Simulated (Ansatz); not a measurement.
# Ta: the cost of one run

Computed with Ansatz 0.2.0 (DFT PBE, scalar-relativistic, plane waves, PAW, unless a step's input says otherwise).

1 further run of the same task is left out (set aside as unsound or not needed).

**1. The system as given**

Symmetry: Fm-3m, No. 225, cubic system. The conventional cell has a = 4.220 Å, b = 4.220 Å, c = 4.220 Å, α = 90.00°, β = 90.00°, γ = 90.00°. Around Ta (site symmetry m-3m) lie 12 Ta at 2.98 Å.

Coordinates:

```cif
data_structure
_symmetry_space_group_name_H-M 'Fm-3m'
_symmetry_Int_Tables_number 225
_cell_length_a 4.2200
_cell_length_b 4.2200
_cell_length_c 4.2200
_cell_angle_alpha 90.000
_cell_angle_beta 90.000
_cell_angle_gamma 90.000
_cell_volume 75.15
loop_
_atom_site_label
_atom_site_type_symbol
_atom_site_symmetry_multiplicity
_atom_site_Wyckoff_symbol
_atom_site_fract_x
_atom_site_fract_y
_atom_site_fract_z
_atom_site_occupancy
Ta1 Ta 4 a 0.00000 0.00000 0.00000 1
```

The structure comes from the Crystallography Open Database.

**2. A distortion of lower symmetry**

What differs from the listed cell: strain xx, yy, zz, yz, xz, xy = +4.2, +5.7, +4.2, +0.0, +0.0, +0.0 %.

The input, input.yaml:

```yaml
crystal:
  lattice:
    - [0.0, 2.229848, 2.198198]
    - [2.198198, 0.0, 2.198198]
    - [2.198198, 2.229848, 0.0]
  atoms:
    - { symbol: Ta, position: [0.0, 0.0, 0.0] }
basis:
  ecutwfc: 420
kpoints:
  mp_grid: { grid: [14, 14, 14] }
hamiltonian:
  xc: pbe
scf:
  occupations: { method: gaussian, width: 0.1 }
output:
  forces: true
  stress: true
  eigenvalues: true
```

Launch:

```
$ ansatz run input.yaml --threads 1 --pin off --max-ram 1331MiB --backend cpu --events-out ev --progress --plain --runs-dir out
```

**Question.** How long does this run take on 1 thread of an x86-64 CPU, shared host, and how much memory does it need?

About 6.3 s, with a peak of 0.36 GiB.
